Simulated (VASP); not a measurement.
Os:

```
Os
1.0
     2.73410    0.00000    0.00000
    -1.36705    2.36780    0.00000
     0.00000    0.00000    4.31970
Os
2
Direct
  0.66667 0.33333 0.75000
  0.33333 0.66667 0.25000
```

```yaml
Program: VASP 6.6.1
Task: relaxation of cell and atoms
Functional: SCAN
Dispersion: D3
Potentials_or_basis: VASP PAW PBE potentials, release 64 (Os)
Cutoff: 600 eV
k_mesh: 11 × 11 × 6
Occupations: fermi-dirac, width 0.05 eV
Spin: no spin polarisation
```

At the start: pressure -11.3 GPa; volume 13.98 Å³/atom.

Problem. Where does the relaxation end?

Solution. Over 12 steps the energy falls by 12.9 meV/atom and the volume is 13.63 Å³/atom (-2.5 %); space group P6_3/mmc (No. 194, to 0.05 Å).

The path:
| step | energy change (eV) | largest force (eV/Å) | pressure (GPa) | volume (Å³) |
| --- | --- | --- | --- | --- |
| 1 | 0.0000 | 0.0000 | -11.25 | 27.96 |
| 2 | 0.6156 | 0.0000 | 74.27 | 24.17 |
| 3 | -0.0257 | 0.0000 | -0.69 | 27.29 |
| 4 | -0.0258 | 0.0000 | -0.11 | 27.26 |
| 5 | -0.0258 | 0.0000 | 0.13 | 27.25 |
| 6 | -0.0258 | 0.0000 | -0.46 | 27.28 |
| 7 | -0.0258 | 0.0000 | -0.10 | 27.26 |
| 8 | -0.0258 | 0.0000 | -0.09 | 27.26 |
| 9 | -0.0258 | 0.0000 | -0.07 | 27.26 |
| 10 | -0.0258 | 0.0000 | -0.07 | 27.26 |
| 11 | -0.0258 | 0.0000 | 0.17 | 27.24 |
| 12 | -0.0258 | 0.0000 | 0.01 | 27.25 |

Final structure:
```
Os
1.0
     2.71300    0.00000    0.00000
    -1.35650    2.34953    0.00000
     0.00000    0.00000    4.27572
Os
2
Direct
  0.66667 0.33333 0.75000
  0.33333 0.66667 0.25000
```

Caveat: the PAW data sets were made with another functional, which shifts forces and pressure a little; pairwise dispersion overbinds metals, which lowers pressure and volume.
